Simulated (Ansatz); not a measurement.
# CdTe: response to strain

CdTe is deformed so: zz strain of +1 %. What stress and forces result, by LAPW, PAW and all-electron datasets made for the crystal?

Computed with Ansatz 0.2.0 (DFT PBE, scalar-relativistic, unless a step's input says otherwise).

## (1) The system as given

The structure is orthorhombic, space group Cmcm (No. 63). The conventional cell has a = 6.131 Å, b = 6.189 Å, c = 6.091 Å, α = 90.00°, β = 90.00°, γ = 90.00°. Cd (site symmetry m2m) is surrounded by 6 Te at 3.03 to 3.16 Å. Te (site symmetry m2m) is surrounded by 6 Cd at 3.03 to 3.16 Å.

Structure file:

```cif
data_structure
_symmetry_space_group_name_H-M 'P 1'
_symmetry_Int_Tables_number 1
_cell_length_a 4.3558
_cell_length_b 4.3558
_cell_length_c 6.0907
_cell_angle_alpha 90.000
_cell_angle_beta 90.000
_cell_angle_gamma 90.545
_cell_volume 115.55
loop_
_atom_site_label
_atom_site_type_symbol
_atom_site_fract_x
_atom_site_fract_y
_atom_site_fract_z
_atom_site_occupancy
Cd1 Cd 0.27703 0.72297 0.75000 1
Cd2 Cd 0.72297 0.27703 0.25000 1
Te1 Te 0.76614 0.23386 0.75000 1
Te2 Te 0.23386 0.76614 0.25000 1
```

Atoms are numbered in the order of the input: Cd1, Cd2, Te3, Te4.

## (2) The deformed structure

Space group Cmcm before, Cmcm after.

## (3) Full-potential LAPW

The input, input.yaml:

```yaml
crystal:
  lattice:
    - [3.065291, -3.094609, 0.0]
    - [3.065291, 3.094609, 0.0]
    - [0.0, 0.0, 6.15155852]
  atoms:
    - { symbol: Cd, position: [0.27703, 0.72297, 0.75] }
    - { symbol: Cd, position: [0.72297, 0.27703, 0.25] }
    - { symbol: Te, position: [0.766137, 0.233863, 0.75] }
    - { symbol: Te, position: [0.233863, 0.766137, 0.25] }
kpoints:
  mp_grid: { grid: [9, 9, 6] }
  band_path:
    path:
      - [0.0, 0.0, 0.0]
      - [-0.5, 0.5, 0.0]
      - [-0.4952854913, 0.5047145087, 0.0]
      - [0.4952854913, 0.4952854913, 0.0]
      - [0.0, 0.0, 0.0]
      - [0.0, 0.0, 0.5]
      - [0.4952854913, 0.4952854913, 0.5]
      - [-0.4952854913, 0.5047145087, 0.5]
      - [-0.5, 0.5, 0.5]
    npoints: 5
scf:
  occupations: { method: fermi_dirac, width: 0.05 }
hamiltonian:
  xc: pbe
  pseudopotentials: { kind: all_electron, lapw: { basis_error: 0.001 } }
output:
  forces: true
  stress: true
  eigenvalues: true
```

Started as:

```sh
$ ansatz run input.yaml --threads 1 --pin off --max-ram 4096MiB --backend cpu --events-out ev --progress --plain --runs-dir out
```

## (4) Frozen-core PAW

The input, input.yaml:

```yaml
crystal:
  lattice:
    - [3.065291, -3.094609, 0.0]
    - [3.065291, 3.094609, 0.0]
    - [0.0, 0.0, 6.15155852]
  atoms:
    - { symbol: Cd, position: [0.27703, 0.72297, 0.75] }
    - { symbol: Cd, position: [0.72297, 0.27703, 0.25] }
    - { symbol: Te, position: [0.766137, 0.233863, 0.75] }
    - { symbol: Te, position: [0.233863, 0.766137, 0.25] }
kpoints:
  mp_grid: { grid: [9, 9, 6] }
scf:
  occupations: { method: fermi_dirac, width: 0.05 }
hamiltonian:
  xc: pbe
  pseudopotentials: { kind: paw }
output:
  forces: true
  stress: true
  eigenvalues: true
  efg: { contact_densities: true }
```

## (5) Datasets made for this crystal

Changes to input.yaml since step 4:

```diff
@@ -16,3 +16,3 @@
   xc: pbe
-  pseudopotentials: { kind: paw }
+  pseudopotentials: { kind: all_electron, datasets: crystal }
 output:
```

(Steps that only read results are left out.)

Q: Predict the outcome of this session. Wanted: pressure; largest shear or deviatoric stress.

The runs gave:

| quantity | value |
| --- | --- |
| pressure | LAPW -0.70, PAW -0.71, crystal datasets -0.70 GPa |
| largest shear or deviatoric stress (LAPW) | 0.07 GPa |

In words: The largest part of the stress beyond the pressure is 0.07 GPa in size, in the xx component; the atoms are carried along and not relaxed. No run of the undeformed cell stands beside it, so the pressure holds what the given cell had before the change. PAW: stress within 0.01 GPa of LAPW, forces within 1 meV/Å. Crystal datasets: stress within 0.01 GPa of LAPW, forces within 1 meV/Å. Spin-orbit coupling is left out, though the cell holds Te; in elements this heavy it can shift bands and gaps by tenths of an eV.
